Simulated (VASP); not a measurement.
**VASP 6.6.1 run: ZnSe**

INCAR

```
EDIFF = 1E-7
ISIF = 2
IBRION = -1
LWAVE = .FALSE.
NSW = 0
IVDW = 21
ISMEAR = 1
NBANDS = 16
LCHARG = .FALSE.
SIGMA = 0.1
ENCUT = 520
LASPH = .TRUE.
PREC = Accurate
NELM = 120
GGA = PE
LREAL = .FALSE.
```

KPOINTS

```
KPOINTS created by Atomic Simulation Environment
0
Monkhorst-Pack
8 8 8
0 0 0
```

POSCAR

```
Zn Se
 1.0000000000000000
     0.0000000000000000    2.8324206844000002    2.8607448912000000
     2.8324206844000002    0.0000000000000000    2.8607448912000000
     2.8324206844000002    2.8324206844000002    0.0000000000000000
 Zn  Se
   1   1
Cartesian
  0.0000000000000000  0.0000000000000000  0.0000000000000000
  1.4162103422000001  1.4162103422000001  1.4303724456000000
```

The recommended PBE PAW datasets give the neutral cell 18 valence electrons.

Command

```
mpirun -np 1 vasp_std
```

Problem. Predict the outcome of this run.

Solution. It converged. Results: gap between bands v and c on the k mesh 1.69 eV; least direct gap on the k mesh 1.69 eV; pressure -0.3 GPa. Band v is the last that the valence electrons fill when counted band by band, and c is the next.

OSZICAR

```
N       E                     dE             d eps       ncg     rms          rms(c)
DAV:   1     0.874110556870E+02    0.87411E+02   -0.88187E+03  4608   0.127E+03
DAV:   2    -0.765833410329E+00   -0.88177E+02   -0.82825E+02  5144   0.252E+02
DAV:   3    -0.627003379347E+01   -0.55042E+01   -0.54829E+01  5640   0.616E+01
DAV:   4    -0.631349311375E+01   -0.43459E-01   -0.43454E-01  5744   0.584E+00
DAV:   5    -0.631369796310E+01   -0.20485E-03   -0.20485E-03  5760   0.363E-01    0.468E+00
DAV:   6    -0.604407128660E+01    0.26963E+00   -0.53161E-01  6864   0.237E+01    0.358E+00
DAV:   7    -0.602538259195E+01    0.18689E-01   -0.15358E-01  5272   0.348E+00    0.152E+00
DAV:   8    -0.602519520681E+01    0.18739E-03   -0.43405E-03  6304   0.647E-01    0.447E-01
DAV:   9    -0.602543312113E+01   -0.23791E-03   -0.10673E-03  5448   0.248E-01    0.667E-02
DAV:  10    -0.602553705891E+01   -0.10394E-03   -0.17531E-04  6152   0.989E-02    0.201E-02
DAV:  11    -0.602553386798E+01    0.31909E-05   -0.32781E-05  5104   0.471E-02    0.481E-03
DAV:  12    -0.602553502495E+01   -0.11570E-05   -0.43752E-06  6272   0.125E-02    0.292E-03
DAV:  13    -0.602553516089E+01   -0.13594E-06   -0.53709E-07  5608   0.550E-03    0.812E-04
DAV:  14    -0.602553518483E+01   -0.23936E-07   -0.39235E-08  5216   0.258E-03
   1 F= -.63779181E+01 E0= -.63779590E+01  d E =0.122474E-03
```

The shifted mesh misses Γ, so a band edge there is missed.

For comparison, a separate PBE run of the intended cell, on usual settings and not on those above, gives a gap of 1.24 eV on its mesh and a pressure of 1.8 GPa.
